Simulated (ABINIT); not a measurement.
Wanted: the native input for an ABINIT 10.8.3 (patched build) run.

* Task: band structure
* Functional: LDA-VWN
* Potentials or basis: PseudoDojo NC SR LDA v0.4.1 standard
* Cutoff: 1088 eV
* k mesh: 8 × 8 × 8
* Occupations: fermi-dirac, width 0.05 eV
* Spin: no spin polarisation

Crystal: GaP.

```
Ga P
1.0
     0.00000    2.72525    2.72525
     2.72525    0.00000    2.72525
     2.72525    2.72525    0.00000
Ga P
1 1
Direct
  0.00000 0.00000 0.00000
  0.75000 0.75000 0.75000
```

One way to write it, as run:

run.abi

```
# Datasets: ground state, then fixed potential
ndtset 2

# Pseudopotentials
pp_dirpath "./"
pseudos "Ga.upf, P.upf"

# Structure
acell 3*1.0 Angstrom
rprim
     0.0000000000     2.7252500000     2.7252500000
     2.7252500000     0.0000000000     2.7252500000
     2.7252500000     2.7252500000     0.0000000000
ntypat 2
znucl 31 15
natom 2
typat 1 2
xred
     0.0000000000     0.0000000000     0.0000000000
     0.7500000000     0.7500000000     0.7500000000

# Plane-wave basis
ecut 1088.455450 eV

# Exchange and correlation
ixc -1007

# Bands and occupations
occopt 3
tsmear 0.05 eV

# SCF cycle
nstep 100

# Output
iomode 3
prtwf 0
prteig 0
prtebands 0
prtden1 1

# Dataset 1
kptopt1 1
ngkpt1 8 8 8
nshiftk1 1
shiftk1 0.0 0.0 0.0
nband1 13
tolvrs1 1.0e-10

# Dataset 2: bands along G-X-W-K-G-L-U-W-L-K
iscf2 -2
getden2 1
nband2 17
nbdbuf2 2
tolwfr2 1.0e-12
kptopt2 -9
ndivsm2 6
prteig2 1
kptbounds2
     0.0000000000     0.0000000000     0.0000000000
     0.5000000000     0.0000000000     0.5000000000
     0.5000000000     0.2500000000     0.7500000000
     0.3750000000     0.3750000000     0.7500000000
     0.0000000000     0.0000000000     0.0000000000
     0.5000000000     0.5000000000     0.5000000000
     0.6250000000     0.2500000000     0.6250000000
     0.5000000000     0.2500000000     0.7500000000
     0.5000000000     0.5000000000     0.5000000000
     0.3750000000     0.3750000000     0.7500000000
```

Potentials or basis: PseudoDojo NC SR LDA v0.4.1 standard.

The run is started by

```sh
$ abinit run.abi > log 2>&1
```

It gave:

* Pressure: -3.0 GPa
* Band gap on the k mesh: 1.50 eV, indirect (least direct gap 1.60 eV)
* Band gap along the path: 1.45 eV, indirect (least direct gap 1.60 eV)
* Valence electrons inside the program's atomic spheres: Ga 10.84; P 2.80

Wall time 3.4 min on 1 thread of Arm Neoverse V1, with other jobs on the host, peak memory 0.16 GiB.
